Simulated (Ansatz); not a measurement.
# InAs (F-43m) in Ansatz: convergence with k mesh

Aim: find how far k mesh must go before the results for InAs settle, at PBE. This setting moves, with any that are tied to it; all else stays.

Program: Ansatz 0.2.0. These are calculated values, not measurements. Logs are shortened: lines on timing, memory, paths and dates and some standing lists are left out, and cuts for length are marked.

### Step 1. The crystal as given

It takes space group F-43m (No. 216, cubic). Conventional cell: a = 6.036 Å, b = 6.036 Å, c = 6.036 Å, α = 90.00°, β = 90.00°, γ = 90.00°. In (site symmetry -43m) is surrounded by 4 As at 2.61 Å. As (site symmetry -43m) has 4 In at 2.61 Å as nearest neighbours.

### Step 2. With k mesh 3 × 3 × 3

Contents of input.yaml:

```yaml
crystal:
  lattice:
    - [0.0, 3.018, 3.018]
    - [3.018, 0.0, 3.018]
    - [3.018, 3.018, 0.0]
  atoms:
    - { symbol: In, position: [0.0, 0.0, 0.0] }
    - { symbol: As, position: [0.75, 0.75, 0.75] }
hamiltonian:
  xc: pbe
  pseudopotentials: { kind: nc }
kpoints:
  mp_grid: { grid: [3, 3, 3] }
scf:
  occupations: { method: gaussian, width: 0.1 }
output:
  forces: true
  stress: true
  eigenvalues: true
```

Potentials or basis: Ansatz NC.

Launch:

```console
$ ansatz run input.yaml --threads 2 --pin off --max-ram 5632MiB --backend cpu --events-out ev --progress --plain --runs-dir out
```

Run time: 2.2 s. Hardware: 2 threads of Intel Xeon at 2.50GHz (Skylake/Cascade Lake), shared host; peak memory 0.33 GiB.

What came out:

```
Free energy            : -4693.8526 eV
Pressure               : 6.2 GPa
Band gap on the k mesh : none (metal or under the smearing width)
```

### Step 3. With k mesh 4 × 4 × 4

input.yaml: that of step 2 with these lines changed.

```diff
@@ -12,3 +12,3 @@
 kpoints:
-  mp_grid: { grid: [3, 3, 3] }
+  mp_grid: { grid: [4, 4, 4] }
 scf:
```

Potentials or basis: Ansatz NC.

Launch:

```console
$ ansatz run input.yaml --threads 2 --pin off --max-ram 5632MiB --backend cpu --events-out ev --progress --plain --runs-dir out
```

Run time: 3.1 s. Hardware: 2 threads of Intel Xeon at 2.50GHz (Skylake/Cascade Lake), shared host; peak memory 0.34 GiB.

What came out:

* Free energy: -4694.1744 eV
* Pressure: 4.9 GPa
* Band gap on the k mesh: none (metal or under the smearing width)

### Step 4. With k mesh 5 × 5 × 5

input.yaml: that of step 3 with these lines changed.

```diff
@@ -12,3 +12,3 @@
 kpoints:
-  mp_grid: { grid: [4, 4, 4] }
+  mp_grid: { grid: [5, 5, 5] }
 scf:
```

Launch:

```console
$ ansatz run input.yaml --threads 2 --pin off --max-ram 5632MiB --backend cpu --events-out ev --progress --plain --runs-dir out
```

It took 4.2 s on 2 threads of Intel Xeon at 2.50GHz (Skylake/Cascade Lake), shared host; peak memory 0.34 GiB.

Results:

```
Free energy            : -4694.2638 eV
Pressure               : 4.6 GPa
Band gap on the k mesh : none (metal or under the smearing width)
```

### Step 5. With k mesh 6 × 6 × 6

input.yaml: that of step 4 with these lines changed.

```diff
@@ -12,3 +12,3 @@
 kpoints:
-  mp_grid: { grid: [5, 5, 5] }
+  mp_grid: { grid: [6, 6, 6] }
 scf:
```

Launch:

```console
$ ansatz run input.yaml --threads 2 --pin off --max-ram 5632MiB --backend cpu --events-out ev --progress --plain --runs-dir out
```

It took 5.8 s on 2 threads of Intel Xeon at 2.50GHz (Skylake/Cascade Lake), shared host; peak memory 0.36 GiB.

What came out:

* Free energy: -4694.2929 eV
* Pressure: 4.4 GPa
* Band gap on the k mesh: none (metal or under the smearing width)

### Step 6. With k mesh 7 × 7 × 7

input.yaml: that of step 5 with these lines changed.

```diff
@@ -12,3 +12,3 @@
 kpoints:
-  mp_grid: { grid: [6, 6, 6] }
+  mp_grid: { grid: [7, 7, 7] }
 scf:
```

Potentials or basis: Ansatz NC.

Launch:

```console
$ ansatz run input.yaml --threads 2 --pin off --max-ram 5632MiB --backend cpu --events-out ev --progress --plain --runs-dir out
```

Wall time 7 s (2 threads of Intel Xeon at 2.50GHz (Skylake/Cascade Lake), shared host); peak memory 0.37 GiB.

The run converged. Its results:

```yaml
Free_energy: -4694.3037 eV
Pressure: 4.4 GPa
Band_gap_on_the_k_mesh: none (metal or under the smearing width)
```

### Step 7. With k mesh 9 × 9 × 9

input.yaml: that of step 6 with these lines changed.

```diff
@@ -12,3 +12,3 @@
 kpoints:
-  mp_grid: { grid: [7, 7, 7] }
+  mp_grid: { grid: [9, 9, 9] }
 scf:
```

Launch:

```console
$ ansatz run input.yaml --threads 2 --pin off --max-ram 5632MiB --backend cpu --events-out ev --progress --plain --runs-dir out
```

Run time: 11 s. Hardware: 2 threads of Intel Xeon at 2.50GHz (Skylake/Cascade Lake), shared host; peak memory 0.4 GiB.

It converged, with:

- Free energy: -4694.3101 eV
- Pressure: 4.4 GPa
- Band gap on the k mesh: none (metal or under the smearing width)

### Step 8. With k mesh 11 × 11 × 11

input.yaml: that of step 7 with these lines changed.

```diff
@@ -12,3 +12,3 @@
 kpoints:
-  mp_grid: { grid: [9, 9, 9] }
+  mp_grid: { grid: [11, 11, 11] }
 scf:
```

Launch:

```console
$ ansatz run input.yaml --threads 2 --pin off --max-ram 5632MiB --backend cpu --events-out ev --progress --plain --runs-dir out
```

It took 20 s on 2 threads of Intel Xeon at 2.50GHz (Skylake/Cascade Lake), shared host; peak memory 0.46 GiB.

The run converged. Its results:

* Free energy: -4694.3115 eV
* Pressure: 4.3 GPa
* Band gap on the k mesh: none (metal or under the smearing width)

### Step 9. With k mesh 13 × 13 × 13

input.yaml: that of step 8 with these lines changed.

```diff
@@ -12,3 +12,3 @@
 kpoints:
-  mp_grid: { grid: [11, 11, 11] }
+  mp_grid: { grid: [13, 13, 13] }
 scf:
```

Potentials or basis: Ansatz NC.

Launch:

```console
$ ansatz run input.yaml --threads 2 --pin off --max-ram 5632MiB --backend cpu --events-out ev --progress --plain --runs-dir out
```

Standard output:

```text
Warning: RAYON_NUM_THREADS=2 ignored (pool sized by the plan → 2); use --threads N
Engine: ansatz 0.2.0, x86_64-unknown-linux-gnu
Pseudopotentials: kind: nc
Pseudopotential: In, nc, valence charge 13, recommended cutoff 952.398519 eV (normal), In.nc.azcp
Pseudopotential: As, nc, valence charge 15, recommended cutoff 1142.878222 eV (normal), As.nc.azcp
Functional definition: PBE
  parameter kappa = 0.804
  parameter beta = 0.06672455060314922
  exchange = pbe_x(kappa = kappa, mu = beta*pi^2/3)
  correlation = pbe_c(beta = beta)
Crystal: 2 atoms, lattice volume = 54.978 Å³
Basis set: ecut = 1142.878222 eV, 4909 PW (Γ), exchange–correlation on 96×96×96 points (8 copies of the dense FFT grid, shifted against one another)
Bands: 18, of which v1, the nominal top of the filled ones, is band 14 counted from 1 (13 counted from 0)
Symmetry: 24 space group operations
Space group: F-43m (ITA 216), of the structure as read, at distance tolerance 3.8e-5 Å
k-points: 84 of 2197 (time reversal used)
Non-local potential: In, projectors of the file, l = 0: 2, l = 1: 2, l = 2: 2, l = 3: 1
Non-local potential: As, projectors of the file, l = 0: 2, l = 1: 2, l = 2: 2
Initial density: superposition of atomic densities (chi_scale 0.1, normalization cell, long waves kept (reshape's long-wave potential 0.00 eV rms))
Initial wavefunctions: pseudopotential atomic-orbital guess
Functional: x = pbe(κ = 0.804, μ = 0.2195149727645171), c = pbe(β = 0.06672455060314922)
SCF iter   1: F=—  HF=-4694.386553 eV  |F-HF|=—  |Δ(HF+E_count)|=         —  Δρ=2.97e-2  dr2=3.72e-1  ethr=3.10e-3  ⟨swp⟩=6.2  Hψ=7970  notcnv=0
preconditioner: auto → none  [insulator: Δε(μ)=0.829 eV  Ē_g=14.830 eV  σ=0.100 eV  W_gap=0.84  n_scr=14 (ndim 8)  ℏωp=21.2 eV  f_vac=0.007  D(μ)=0.03/eV (n_scr^D=0)  ε∞_Penn≈3.1]
SCF iter   2: F=—  HF=-4694.317251 eV  |F-HF|=—  |Δ(HF+E_count)|=   6.93e-2  Δρ=1.28e-2  dr2=6.79e-2  ethr=1.33e-3  ⟨swp⟩=2.0  Hψ=2447  notcnv=0
SCF iter   3: F=—  HF=-4694.312317 eV  |F-HF|=—  |Δ(HF+E_count)|=   4.93e-3  Δρ=2.50e-3  dr2=1.97e-3  ethr=2.42e-4  ⟨swp⟩=2.0  Hψ=2714  notcnv=0
SCF iter   4: F=—  HF=-4694.311993 eV  |F-HF|=—  |Δ(HF+E_count)|=   3.24e-4  Δρ=7.37e-4  dr2=2.49e-4  ethr=7.03e-6  ⟨swp⟩=2.0  Hψ=2693  notcnv=0
SCF iter   5: F=—  HF=-4694.311986 eV  |F-HF|=—  |Δ(HF+E_count)|=   6.67e-6  Δρ=2.45e-4  dr2=3.07e-5  ethr=8.91e-7  ⟨swp⟩=2.1  Hψ=2192  notcnv=0
SCF iter   6: F=—  HF=-4694.311850 eV  |F-HF|=—  |Δ(HF+E_count)|=   1.37e-4  Δρ=6.55e-5  dr2=2.68e-6  ethr=1.10e-7  ⟨swp⟩=2.4  Hψ=2436  notcnv=0
SCF iter   7: F=-4694.311850 eV  HF=-4694.311850 eV  |F-HF|=1.99e-8  |Δ(HF+E_count)|=   7.12e-7  Δρ=8.23e-6  dr2=3.92e-8  ethr=3.57e-10  ⟨swp⟩=11.0  Hψ=12318  notcnv=0
SCF 1 converged in 7 iterations: F = -4694.311850 eV  dr2 = 3.92e-8
SCF converged after 7 iterations
Free energy (F): -4694.311850 eV
Harris-Foulkes:  -4694.311850 eV  (|F-HF|=1.99e-8)
Internal energy: -4694.311724 eV  (E = F + TS)
E sigma→0 (E₀):  -4694.311787 eV
Entropy (-TS):   -0.000127 eV (-0.063 meV/atom)
Fermi energy:    8.243776 eV
--- Per-component energies (eV) ---
  E_band       = -303.954442
  E_kinetic    = 3212.271741
  E_local      = -4073.924244  (includes V_loc(G=0)·N_el)
  E_nonlocal   = -1534.781299
  E_hartree    = 1422.476973
  E_xc         = -1192.555476
  E_vxc        = -752.480589  (∫ρ·V_xc dr)
  E_ewald      = -2527.799418
  E_smearing   = -0.000127  (= −TS)
  E_closure    = -0.000000  (closes the sum)
  Σ components = -4694.311850   (vs F -4694.311850, Δ=0.00e0)
--- Forces (eV/Å), atoms counted from 1 ---
  atom   1  In    -0.00000000    -0.00000000     0.00000000
  atom   2  As     0.00000000    -0.00000000    -0.00000000
  max |Σ_I F_I| component: 6.01e-17 eV/Å
--- Stress (GPa, compression-positive) ---
        4.345522       0.000000      -0.000000
       -0.000000       4.345522       0.000000
       -0.000000       0.000000       4.345522
  P = ⅓ Tr σ = 4.3455 GPa (43.455 kbar)
--- Band table (eV; the first three rows and the last of 84) ---
  k-point 0: bands = ["-26.8713", "-26.8713", "-26.8713", "-26.8629", "-26.8629", "-6.2669", "-6.2669", "-6.2669", "-6.1414", "-6.1414", "-3.7229", "8.0045", "8.1765", "8.1765", "8.1765", "12.1058", "12.1058", "12.1058"]
  k-point 1: bands = ["-26.8713", "-26.8713", "-26.8713", "-26.8629", "-26.8629", "-6.2749", "-6.2645", "-6.2645", "-6.1415", "-6.1415", "-3.6606", "7.0106", "8.0977", "8.0977", "8.9567", "12.1270", "12.2226", "12.2226"]
  k-point 2: bands = ["-26.8713", "-26.8713", "-26.8713", "-26.8629", "-26.8629", "-6.2964", "-6.2582", "-6.2582", "-6.1415", "-6.1415", "-3.4795", "5.8636", "7.9007", "7.9007", "9.4116", "12.4196", "12.5007", "12.5007"]
  k-point 83: bands = ["-26.8713", "-26.8712", "-26.8708", "-26.8629", "-26.8626", "-6.4262", "-6.2159", "-6.1928", "-6.1567", "-6.1331", "-1.6701", "2.4844", "5.0985", "5.4833", "12.2306", "12.3852", "13.2614", "14.5843"]
```

Run time: 24 s. Hardware: 2 threads of Intel Xeon at 2.50GHz (Skylake/Cascade Lake), shared host; peak memory 0.51 GiB.

Results:

- Free energy: -4694.3119 eV
- Pressure: 4.3 GPa
- Band gap on the k mesh: none (metal or under the smearing width)

### Step 10. Result

| k mesh | energy less the tightest run, at zero smearing (meV/atom) | pressure (GPa) | SCF cycles | CPU time (s) | peak memory (GiB) |
| --- | --- | --- | --- | --- | --- |
| 3 × 3 × 3 | 231.01 | 6.22 | 7 | 3.2 | 0.33 |
| 4 × 4 × 4 | 69.31 | 4.94 | 7 | 5 | 0.34 |
| 5 × 5 × 5 | 24.32 | 4.56 | 7 | 6.4 | 0.34 |
| 6 × 6 × 6 | 9.61 | 4.43 | 7 | 10 | 0.36 |
| 7 × 7 × 7 | 4.15 | 4.39 | 7 | 12 | 0.37 |
| 9 × 9 × 9 | 0.92 | 4.36 | 7 | 20 | 0.4 |
| 11 × 11 × 11 | 0.21 | 4.35 | 7 | 38 | 0.46 |
| 13 × 13 × 13 | 0.00 | 4.35 | 7 | 45 | 0.51 |

Against the tightest run, the energy stays within 1 meV/atom from 9 × 9 × 9 on; the pressure stays within 0.1 GPa from 6 × 6 × 6 on. Meshes of other sizes hit other points, so gaps and Fermi surfaces needn't settle smoothly. The tightest run that finished is the yardstick and may itself not be fully converged.
